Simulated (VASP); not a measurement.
# CdSe (P6_3mc) in VASP: further runs

One crystal, CdSe, is run at these levels: PBE; tasks: relaxation of cell and atoms.

Everything below comes from runs of VASP 6.6.1. Logs are shortened: lines on timing, memory, paths and dates and some standing lists are left out, and cuts for length are marked.

## (1) The structure

It takes space group P6_3mc (No. 186, hexagonal). The conventional cell has a = 4.300 Å, b = 4.300 Å, c = 7.020 Å, α = 90.00°, β = 90.00°, γ = 120.00°. Around Cd (site symmetry 3m) lie 4 Se at 2.61 to 2.70 Å. Se (site symmetry 3m) has 4 Cd at 2.61 to 2.70 Å as nearest neighbours.

## (2) Relaxation of cell and atoms, PBE

Contents of INCAR:

```
PREC = Accurate ; ENCUT = 520
EDIFF = 1E-7 ; ISMEAR = 0
SIGMA = 0.02 ; LREAL = False
LASPH = True ; NELM = 60
ALGO = Fast ; ISIF = 3
LWAVE = False ; LCHARG = False
GGA = PE ; IBRION = 2
NSW = 80 ; EDIFFG = -0.002
KPAR = 4
```

Contents of KPOINTS:

```
regular mesh
0
Gamma
  12 12 6
```

Contents of POSCAR:

```
CdSe
1.0
    4.3000000000      0.0000000000      0.0000000000
   -2.1500000000      3.7239092400      0.0000000000
    0.0000000000      0.0000000000      7.0200000000
Cd Se
2 2
Direct
    0.3333333300      0.6666666700      0.0000000000
    0.6666666700      0.3333333300      0.5000000000
    0.3333333300      0.6666666700      0.3850000000
    0.6666666700      0.3333333300      0.8850000000
```

Potentials or basis: VASP PAW PBE potentials, release 64 (Cd, Se).

Launch:

```sh
$ cat potpaw_PBE.64/Cd/POTCAR potpaw_PBE.64/Se/POTCAR > POTCAR
$ mpirun -np 4 vasp_std > vasp.out
```

OUTCAR:

```text
PREC = Accurate
   ENCUT = 520
   EDIFF = 1E-7
   ISMEAR = 0
   LREAL = False
   LASPH = True
   NELM = 60
   ISIF = 3
   GGA = PE
   IBRION = 2
   NSW = 80
   EDIFFG = -0.002

 ion  position               nearest neighbor table
   1  0.333  0.667  0.000-   4 2.61   4 2.61   4 2.61   3 2.70
   2  0.667  0.333  0.500-   3 2.61   3 2.61   3 2.61   4 2.70
   3  0.333  0.667  0.385-   2 2.61   2 2.61   2 2.61   1 2.70
   4  0.667  0.333  0.885-   1 2.61   1 2.61   1 2.61   2 2.70

  LATTYP: Found a hexagonal cell.
 ALAT       =     4.3000000000
 C/A-ratio  =     1.6325581395

  Lattice vectors:

 A1 = (   4.3000000000,   0.0000000000,   0.0000000000)
 A2 = (  -2.1500000000,   3.7239092400,   0.0000000000)
 A3 = (   0.0000000000,   0.0000000000,   7.0200000000)

Analysis of symmetry for initial positions (statically):
=====================================================================
 Subroutine PRICEL returns:
 Original cell was already a primitive cell.

 Routine SETGRP: Setting up the symmetry group for a
 hexagonal supercell.

 Subroutine GETGRP returns: Found 12 space group operations
 (whereof  6 operations were pure point group operations)
 out of a pool of 24 trial point group operations.

The static configuration has the point symmetry C_3v.
 The point group associated with its full space group is C_6v.

Analysis of symmetry for dynamics (positions and initial velocities):
=====================================================================
 Subroutine PRICEL returns:
 Original cell was already a primitive cell.

 Routine SETGRP: Setting up the symmetry group for a
 hexagonal supercell.

 Subroutine GETGRP returns: Found 12 space group operations
 (whereof  6 operations were pure point group operations)
 out of a pool of 24 trial point group operations.

The dynamic configuration has the point symmetry C_3v.
 The point group associated with its full space group is C_6v.

 Subroutine INISYM returns: Found 12 space group operations
 (whereof  6 operations are pure point group operations),
 and found     1 'primitive' translations

[... 112 lines left out ...]
   EFERMI =   0.00;   METHOD = LEGACY
   ISMEAR =     0;   SIGMA  =   0.02  broadening in eV -4-tet -1-fermi 0-gaus
   EFERMI_NEDOS =   21; number of points for ismear=-14 and -15
   IALGO  =     68    algorithm
   IMIX   =      4    mixing-type and parameters
     AMIX     =   0.40;   BMIX     =  1.00
     AMIX_MAG =   1.60;   BMIX_MAG =  1.00
  volume/ion in A,a.u.               =      28.10       189.64
  Fermi-wavevector in a.u.,A,eV,Ry     =   1.120059  2.116604 17.068937  1.254531
  Thomas-Fermi vector in A             =   2.256702
   LORBIT       =      0    0 simple, 1 ext, 2 COOP (PROOUT), +10 PAW based schemes
   GGA     = PE    functional components
   LHFCALC =     F    Hartree Fock is set to
   AEXX    =    0.0000 exact exchange contribution
   IVDW    =     0    specifies the selected vdW correction
   LEPSILON=     F    determine dielectric tensor
   LRPA    =     F    only Hartree local field effects (RPA)
 conjugate gradient relaxation of ions
 non-spin polarized calculation
 RMM-DIIS sequential band-by-band and
 Gauss-broadening in eV      SIGMA  =   0.02
  energy-cutoff  :      520.00
  volume of cell :      112.41
 maximum number of plane-waves:      3046
 NGX is ok and might be reduce to    32
   NGX = 15   NGY = 15   NGZ = 27

--------------------------------------- Ionic step        1  -------------------------------------------

 number of electron      35.9999998 magnetization

 Free energy of the ion-electron system (eV)
  ---------------------------------------------------
  ext. energy  EPLUGINS =         0.00000000
  ---------------------------------------------------
  free energy    TOTEN  =       -10.90636436 eV

  energy without entropy =      -10.90636436  energy(sigma->0) =      -10.90636436

------------------------ aborting loop because EDIFF is reached ----------------------------------------

  FORCE on cell =-STRESS in cart. coord.  units (eV):
  Direction    XX          YY          ZZ          XY          YZ          ZX
  --------------------------------------------------------------------------------------
  -------------------------------------------------------------------------------------
  Total        2.8350076      2.8350076      1.3670978      0.0000000     -0.0000000      0.0000000
  in kB       40.4073302     40.4073303     19.4852282      0.0000000     -0.0000000      0.0000000
  external PRESSURE =      33.4332963 kB  Pullay stress =       0.0000000 kB
[... 95 lines left out ...]
  FREE ENERGIE OF THE ION-ELECTRON SYSTEM (eV)
  ---------------------------------------------------
  free  energy   TOTEN  =       -10.9916711569 eV

  energy  without entropy=      -10.9916711569  energy(sigma->0) =      -10.99167116

[... ionic steps 4 to 10 ...]

--------------------------------------- Ionic step       11  -------------------------------------------

 number of electron      35.9999998 magnetization

------------------------ aborting loop because EDIFF is reached ----------------------------------------
[... 71 lines left out ...]
--------------------------------------- Ionic step       13  -------------------------------------------

 number of electron      35.9999998 magnetization

 Free energy of the ion-electron system (eV)
  ---------------------------------------------------
  ext. energy  EPLUGINS =         0.00000000
  ---------------------------------------------------
  free energy    TOTEN  =       -10.99589710 eV

  energy without entropy =      -10.99589710  energy(sigma->0) =      -10.99589710

 E-fermi :   0.6124     XC(G=0):  -8.6017

 val. band max:        0.4749967061   @ k =   0.0000   0.0000   0.0000
 cond. band min:       1.0041346344   @ k =   0.0000   0.0000   0.0000
 fundamental gap:      0.5291379283
 Fermi energy:         0.6124272627

 k-point     1 :       0.0000    0.0000    0.0000
  band No.  band energies     occupation
      1     -11.7982      2.00000
      2     -11.4736      2.00000
      3      -7.2665      2.00000
      4      -7.2612      2.00000
      5      -7.2612      2.00000
      6      -7.2045      2.00000
[... 589 lines left out ...]
     21       5.6162      0.00000
     22       5.8782      0.00000

 [... further k-points ...]
[... 5 lines left out ...]
  --------------------------------------------------------------------------------------
  -------------------------------------------------------------------------------------
  Total       -0.0014197     -0.0014197      0.0039380      0.0000000     -0.0000000      0.0000000
  in kB       -0.0190045     -0.0190045      0.0527163      0.0000000     -0.0000000      0.0000000
  external PRESSURE =       0.0049024 kB  Pullay stress =       0.0000000 kB
[... 19 lines left out ...]
  FREE ENERGIE OF THE ION-ELECTRON SYSTEM (eV)
  ---------------------------------------------------
  free  energy   TOTEN  =       -10.9958970971 eV

  energy  without entropy=      -10.9958970971  energy(sigma->0) =      -10.99589710

 reached required accuracy - stopping structural energy minimisation
```

It took 8.9 min on 4 MPI ranks of Intel Xeon Platinum 8488C (Sapphire Rapids), shared host; peak memory 0.34 GiB.

Results:

```yaml
Free_energy: -10.9959 eV
Relaxed_volume: 29.92 Å³/atom
Relaxed_cell: a = 4.391 Å, b = 4.391 Å, c = 7.168 Å, α = 90.00°, β = 90.00°, γ = 120.00°
Space_group_after_relaxing_to_0.05_Å: P6_3mc (No. 186)
Energy_gained_by_relaxing: 22.4 meV/atom
Ionic_steps: 13
Pressure_after_relaxing: 0.0 GPa
Band_gap_on_the_k_mesh: 0.53 eV, direct
```

The path:
| step | energy change (eV) | largest force (eV/Å) | pressure (GPa) | volume (Å³) |
| --- | --- | --- | --- | --- |
| 1 | 0.0000 | 0.2910 | 3.34 | 112.41 |
| 2 | -0.0786 | 0.0483 | -0.90 | 122.21 |
| 3 | -0.0853 | 0.0929 | -0.07 | 119.88 |
| 4 | -0.0853 | 0.0897 | -0.13 | 120.03 |
| 5 | -0.0867 | 0.0567 | -0.07 | 119.85 |
| 6 | -0.0875 | 0.0090 | 0.03 | 119.61 |
| 7 | -0.0887 | 0.0119 | 0.04 | 119.58 |
| 8 | -0.0893 | 0.0179 | 0.07 | 119.51 |
| 9 | -0.0894 | 0.0164 | 0.06 | 119.53 |
| 10 | -0.0895 | 0.0006 | -0.04 | 119.80 |
| 11 | -0.0895 | 0.0050 | -0.02 | 119.74 |
| 12 | -0.0895 | 0.0021 | 0.01 | 119.66 |
| 13 | -0.0895 | 0.0003 | 0.00 | 119.69 |

Final structure:
```yaml
crystal:
  lattice:
    - [4.39107, 0.00000, 0.00000]
    - [-2.19553, 3.80278, 0.00000]
    - [0.00000, 0.00000, 7.16758]
  atoms:
    - { symbol: Cd, position: [0.33333, 0.66667, 0.00463] }
    - { symbol: Cd, position: [0.66667, 0.33333, 0.50463] }
    - { symbol: Se, position: [0.33333, 0.66667, 0.38037] }
    - { symbol: Se, position: [0.66667, 0.33333, 0.88037] }
```

PBE usually gives volumes a little too large and moduli too small. Zero-point motion and thermal expansion aren't in these numbers.

## (3) Relaxation of cell and atoms, PBE

This run uses another cell than the first one, of 29.92 Å³/atom, 1.065 times its volume.

INCAR is that of step 2.

KPOINTS is that of step 2.

Contents of POSCAR:

```
CdSe                                    
1.0
    4.3910688492     -0.0000000000     -0.0000000000
   -2.1955344246      3.8027771771      0.0000000000
    0.0000000000      0.0000000000      7.1675765387
  Cd              Se            
     2     2
Direct
     0.3333333300000021    0.6666666699999979    0.0046276024695625
     0.6666666699999979    0.3333333300000021    0.5046276024695625
     0.3333333300000021    0.6666666699999979    0.3803723975304354
     0.6666666699999979    0.3333333300000021    0.8803723975304355
```

Potentials or basis: VASP PAW PBE potentials, release 64 (Cd, Se).

Launch:

```sh
$ cat potpaw_PBE.64/Cd/POTCAR potpaw_PBE.64/Se/POTCAR > POTCAR
$ mpirun -np 4 vasp_std > vasp.out
```

OUTCAR:

```text
PREC = Accurate
   ENCUT = 520
   EDIFF = 1E-7
   ISMEAR = 0
   LREAL = False
   LASPH = True
   NELM = 60
   ISIF = 3
   GGA = PE
   IBRION = 2
   NSW = 80
   EDIFFG = -0.002

 ion  position               nearest neighbor table
   1  0.333  0.667  0.005-   4 2.69   4 2.69   4 2.69   3 2.69
   2  0.667  0.333  0.505-   3 2.69   3 2.69   3 2.69   4 2.69
   3  0.333  0.667  0.380-   2 2.69   2 2.69   2 2.69   1 2.69
   4  0.667  0.333  0.880-   1 2.69   1 2.69   1 2.69   2 2.69

  LATTYP: Found a hexagonal cell.
 ALAT       =     4.3910688492
 C/A-ratio  =     1.6323079380
[... 805 lines left out ...]
  -------------------------------------------------------------------------------------
  Total        0.0019807      0.0019807      0.0078845      0.0000000     -0.0000000      0.0000000
  in kB        0.0265147      0.0265147      0.1055464      0.0000000     -0.0000000      0.0000000
  external PRESSURE =       0.0528586 kB  Pullay stress =       0.0000000 kB

 VOLUME and BASIS-vectors are now :
 -----------------------------------------------------------------------------
  energy-cutoff  :      520.00
  volume of cell :      119.69
      direct lattice vectors                 reciprocal lattice vectors
     4.391068849  0.000000000  0.000000000     0.227734985  0.131482855  0.000000000
    -2.195534425  3.802777177  0.000000000     0.000000000  0.262965710  0.000000000
     0.000000000  0.000000000  7.167576539     0.000000000  0.000000000  0.139517171

 POSITION                                       TOTAL-FORCE (eV/Angst)
 -----------------------------------------------------------------------------------
     -0.00000      2.53518      0.03317         0.000000      0.000000      0.000172
      2.19553      1.26759      3.61696        -0.000000     -0.000000      0.000172
     -0.00000      2.53518      2.72635         0.000000     -0.000000     -0.000172
      2.19553      1.26759      6.31014         0.000000      0.000000     -0.000172
 -----------------------------------------------------------------------------------
    total drift:                               -0.000013      0.000008     -0.000242

  FREE ENERGIE OF THE ION-ELECTRON SYSTEM (eV)
  ---------------------------------------------------
  free  energy   TOTEN  =       -10.9961145544 eV

  energy  without entropy=      -10.9961145544  energy(sigma->0) =      -10.99611455

 reached required accuracy - stopping structural energy minimisation
```

CONTCAR:

```text
CdSe
   1.00000000000000
     4.3910688491999998    0.0000000000000000    0.0000000000000000
    -2.1955344245999999    3.8027771770999999    0.0000000000000000
     0.0000000000000000    0.0000000000000000    7.1675765386999997
  Cd              Se
     2     2
Direct
     0.3333333300000021    0.6666666699999979    0.0046276024695615
     0.6666666699999979    0.3333333300000021    0.5046276024695615
     0.3333333300000021    0.6666666699999979    0.3803723975304365
     0.6666666699999979    0.3333333300000021    0.8803723975304365

  0.00000000E+00  0.00000000E+00  0.00000000E+00
  0.00000000E+00  0.00000000E+00  0.00000000E+00
  0.00000000E+00  0.00000000E+00  0.00000000E+00
  0.00000000E+00  0.00000000E+00  0.00000000E+00
```

Run time: 96 s. Hardware: 4 MPI ranks of Intel Xeon Platinum 8488C (Sapphire Rapids), shared host; peak memory 0.36 GiB.

Results:

* Free energy: -10.9961 eV
* Pressure after relaxing: 0.0 GPa
* Band gap on the k mesh: 0.53 eV, direct

Final structure:
```
Cd Se
1.0
     4.39107    0.00000    0.00000
    -2.19553    3.80278    0.00000
     0.00000    0.00000    7.16758
Cd Se
2 2
Cartesian
  0.0000 2.5352 0.0332
  2.1955 1.2676 3.6170
  0.0000 2.5352 2.7263
  2.1955 1.2676 6.3101
```

Caveat: the relaxation stopped at its first step, so nothing moved.
